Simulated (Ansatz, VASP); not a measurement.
**LuH2 (series): VASP beside Ansatz**

The input INCAR:

```
ALGO = Normal
EDIFF = 1E-6
ENCUT = 520
GGA = PS
ISIF = 2
ISMEAR = 0
LASPH = T
LCHARG = F
LREAL = F
LWAVE = F
NBANDS = 20
NELM = 100
PREC = Accurate
SIGMA = 0.1
```

The input KPOINTS:

```
k-points
0
Gamma
  14 14 14
```

The input POSCAR:

```
LuH2
1.0
    0.0000000000      2.5165000000      2.5165000000
    2.5165000000      0.0000000000      2.5165000000
    2.5165000000      2.5165000000      0.0000000000
Lu H
1 2
Direct
    0.0000000000      0.0000000000      0.0000000000
    0.2500000000      0.2500000000      0.2500000000
    0.7500000000      0.7500000000      0.7500000000
```

Input for Ansatz:

```yaml
crystal:
  lattice:
    - [0.0, 2.5165, 2.5165]
    - [2.5165, 0.0, 2.5165]
    - [2.5165, 2.5165, 0.0]
  atoms:
    - { symbol: Lu, position: [0.0, 0.0, 0.0] }
    - { symbol: H, position: [0.25, 0.25, 0.25] }
    - { symbol: H, position: [0.75, 0.75, 0.75] }
basis:
  ecutwfc: 420
kpoints:
  mp_grid: { grid: [14, 14, 14] }
hamiltonian:
  xc: pbesol
scf:
  occupations: { method: gaussian, width: 0.1 }
output:
  forces: true
  stress: true
  eigenvalues: true
```

Alike in both runs: task single point; functional PBEsol; k mesh 14 × 14 × 14; occupations gaussian, width 0.1 eV; no spin polarisation.

|  | VASP | Ansatz |
| --- | --- | --- |
| version | VASP 6.6.1 | Ansatz 0.2.0 |
| potentials or method | VASP PAW PBE potentials, release 64 (Lu, H) | scalar-relativistic, plane waves, PAW |
| plane-wave cutoff (eV) | 520 | 420 |
| valence electrons in the cell | 27 | 27 |

VASP gave:

- gap on the k mesh at the Fermi level (eV): none
- pressure (GPa): -3.9

**Question.** What did Ansatz give for the same quantities?

**Answer.** gap on the k mesh at the Fermi level (eV): none; pressure (GPa): -4.1.

A gap of «none» marks a metal or a gap that the smearing closes. With one functional, cell and mesh, what is left measures potentials, basis and numerics.

Caveats: the PAW data sets were made with another functional, which shifts forces and pressure a little (VASP). Spin-orbit coupling is left out, which matters for the levels of Lu.
